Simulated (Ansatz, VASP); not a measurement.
One calculation of CuO, two programs

INCAR

```
PREC = Accurate
ENCUT = 520
EDIFF = 1E-6
ISMEAR = -1
SIGMA = 0.05
LREAL = F
LASPH = T
NELM = 60
ALGO = Normal
ISIF = 2
LWAVE = F
LCHARG = T
GGA = PE
LELF = T
LVHAR = T
NBANDS = 25
```

File KPOINTS:

```
regular mesh
0
Gamma
  9 9 5
```

File POSCAR:

```
CuO
1.0
    3.3312928712      0.0000000000      0.0000000000
   -1.6656464306      2.8849842492      0.0000000000
    0.0000000000      0.0000000000      5.4558885767
Cu O
2 2
Direct
    0.6666666667      0.3333333333      0.0000000000
    0.3333333333      0.6666666667      0.5000000000
    0.6666666667      0.3333333333      0.6252000000
    0.3333333333      0.6666666667      0.1252000000
```

Contents of input.yaml:

```yaml
crystal:
  lattice:
    - [3.3312928712, 0.0, 0.0]
    - [-1.6656464306, 2.8849842492, 0.0]
    - [0.0, 0.0, 5.4558885767]
  atoms:
    - { symbol: Cu, position: [0.6666666667, 0.3333333333, 0.0] }
    - { symbol: Cu, position: [0.3333333333, 0.6666666667, 0.5] }
    - { symbol: O, position: [0.6666666667, 0.3333333333, 0.6252] }
    - { symbol: O, position: [0.3333333333, 0.6666666667, 0.1252] }
hamiltonian:
  xc: pbe
  pseudopotentials: { kind: paw }
kpoints:
  mp_grid: { grid: [9, 9, 5] }
scf:
  occupations: { method: fermi_dirac, width: 0.05 }
output:
  forces: true
  stress: true
  eigenvalues: true
```

Measurements of this composition are mostly on another form, of space group No. 15.

Alike in both runs: task single point; functional PBE; k mesh 9 × 9 × 5; occupations fermi-dirac, width 0.05 eV; no spin polarisation.

|  | VASP | Ansatz |
| --- | --- | --- |
| version | VASP 6.6.1 | Ansatz 0.2.0 |
| potentials or method | VASP PAW PBE potentials, release 64 (Cu, O) | Ansatz PAW |
| plane-wave cutoff (eV) | 520 | 420 |
| valence electrons in the cell | 34 | 50 |

Ansatz gave:

| Property | Result |
| --- | --- |
| gap on the k mesh at the Fermi level (eV) | none |
| pressure (GPa) | -12.4 |
| largest component of the traceless stress (GPa) | 0.73 |
| rms of the force components (eV/Å) | 0.034 |

Which values does VASP return?

gap on the k mesh at the Fermi level (eV): none; pressure (GPa): -12.0; largest component of the traceless stress (GPa): 0.71; rms of the force components (eV/Å): 0.033.

Atom by atom the forces differ by 0.001 eV/Å (rms over components). A gap of «none» marks a metal or a gap that the smearing closes. The two sets of potentials don't hold the same shells in valence.

Caveats: the run has no spin polarisation, though such a crystal can be magnetic; semilocal functionals often make such compounds metallic where correlation or magnetic order opens a gap, which also shifts bond lengths; the pressure holds a Pulay correction of +0.6 GPa for the finite cutoff (Ansatz).
